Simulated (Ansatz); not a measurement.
TiAl3:

```
Ti Al
1.0
     3.95567    0.00000    0.00000
     0.00000    3.95567    0.00000
     0.00000    0.00000    3.95567
Ti Al
1 3
Direct
  0.00000 0.00000 0.00000
  0.00000 0.50000 0.50000
  0.50000 0.00000 0.50000
  0.50000 0.50000 0.00000
```

The cell comes from a database or a generator and needn't be the stable form of this composition.

- Program: Ansatz 0.2.0
- Task: single point
- Functional: PBEsol
- Potentials or basis: all-electron LAPW, scalar-relativistic
- Cutoff: 198 eV (chosen from the basis error)
- Basis error allowed: 0.001 eV/atom
- k mesh: 7 × 7 × 7
- Occupations: fermi-dirac, width 0.05 eV
- Spin: no spin polarisation

On this cell: pressure -0.6 GPa; largest force zero by symmetry; band gap on the k mesh none (metal or under the smearing width).

The same run follows on a disturbed copy (atoms moved at random, drawn with an rms of 0.05 Å):

```
Ti Al
1.0
     3.95567    0.00000    0.00000
     0.00000    3.95567    0.00000
     0.00000    0.00000    3.95567
Ti Al
1 3
Direct
  0.99975 0.98702 0.00469
  0.00111 0.50747 0.50938
  0.50916 0.98950 0.50581
  0.50539 0.50594 0.99889
```

Q: What changes?

A: The energy (extrapolated to zero smearing) moves by +12.4 meV/atom; pressure -0.3 GPa; largest force 0.699 eV/Å; band gap on the k mesh none (metal or under the smearing width).

Forces on the atoms (eV/Å):
```
Ti   0.251  0.648  0.075
Al   0.141 -0.542 -0.204
Al  -0.252  0.391 -0.097
Al  -0.140 -0.496  0.225
```
